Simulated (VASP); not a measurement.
Here is a VASP 6.6.1 calculation.

Contents of INCAR:

```
ALGO = Normal
EDIFF = 1E-8
ENCUT = 520
GGA = PS
ISIF = 2
ISMEAR = -1
LASPH = T
LCHARG = F
LEFG = T
LREAL = F
LWAVE = F
NBANDS = 8
NELM = 100
PREC = Accurate
SIGMA = 0.03
```

Contents of KPOINTS:

```
k-points
0
Gamma
  14 14 14
```

The input POSCAR:

```
Sb
1.0
    0.0000000000      2.2738475325      2.2738475325
    2.2738475325      0.0000000000      2.2738475325
    2.2738475325      2.2738475325      0.0000000000
Sb
1
Direct
    0.0000000000      0.0000000000      0.0000000000
```

Potentials or basis: VASP PAW PBE potentials, release 64 (Sb).

The run is started by

```sh
$ cat potpaw_PBE.64/Sb/POTCAR > POTCAR
$ mpirun -np 1 vasp_std > vasp.out
```

**Question.** Estimate the pressure.

**Answer.** 9.3 GPa.

**Question.** What does it give for the band gap on the k mesh?

**Answer.** None (metal or under the smearing width).

Electric field gradients, principal values (V/Å²):
```tsv
atom	Vxx	Vyy	Vzz
1 Sb	0.000	0.000	0.000
```

Caveat: the PAW data sets were made with another functional, which shifts forces and pressure a little. The run has no spin-orbit coupling, so splittings on Sb are missing.
